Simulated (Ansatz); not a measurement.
# ZnS: a single-point run

Aim: a sound single-point run of ZnS. The structure is shown as the input types it. The cell is built on a prototype (NiAs type) and needn't be the phase found in nature.

Method: density functional or hybrid calculation with the settings of its input, plane waves (as first typed), in Ansatz 0.2.0.

### 1 The structure to begin with

It takes space group P6_3/mmc (No. 194, hexagonal). The conventional cell has a = 3.590 Å, b = 3.590 Å, c = 5.880 Å, α = 90.00°, β = 90.00°, γ = 120.00°. Around Zn (site symmetry -3m) lie 6 S at 2.54 Å. S (site symmetry -6m2) has 6 Zn at 2.54 Å in its first shell of neighbours.

Structure file:

```xyz
4
Lattice="3.5896 0.0000 0.0000 -1.7948 3.1087 0.0000 0.0000 0.0000 5.8800" Properties=species:S:1:pos:R:3 pbc="T T T"
Zn    0.0000    0.0000    0.0000
Zn    0.0000    0.0000    2.9400
S     0.0000    2.0725    1.4700
S     1.7948    1.0362    4.4100
```

### 2 Input and run

File input.yaml:

```yaml
crystal:
  lattice:
    - [3.5895904813, 0.0, 0.0]
    - [-1.7947952406, 3.108676546, 0.0]
    - [0.0, 0.0, 5.879997321]
  atoms:
    - { symbol: Zn, position: [0.0, 0.0, 0.0] }
    - { symbol: Zn, position: [0.0, 0.0, 0.5] }
    - { symbol: S, position: [0.3333333333, 0.6666666667, 0.25] }
    - { symbol: S, position: [0.6666666667, 0.3333333333, 0.75] }
kpoints:
  mp_grid: { grid: [6, 6, 4] }
hamiltonian:
  xc: pbe
scf:
  occupations: { method: fixed }
  n_extra_bands: 5
  max_iter: 59
output:
  forces: true
  stress: true
  eigenvalues: true
basis:
  ecutrho_ratio: 1
```

Launch:

```console
> ansatz run input.yaml --threads 4 --pin off --max-ram 3686MiB --backend cpu --events-out ev --progress --plain --runs-dir out
```

Q: Will this input give a usable result? If not, why, and what should change?

The run converged and reported no error, with warnings (cutoff below recommended). It gives a pressure of 25 GPa, which is large; a structure far from rest gives such values too, whatever the setting.

In the input, basis.ecutrho_ratio is 1. The density cutoff must be at least four times the energy cutoff of the waves.

To check: delete basis.ecutrho_ratio (the default then holds).
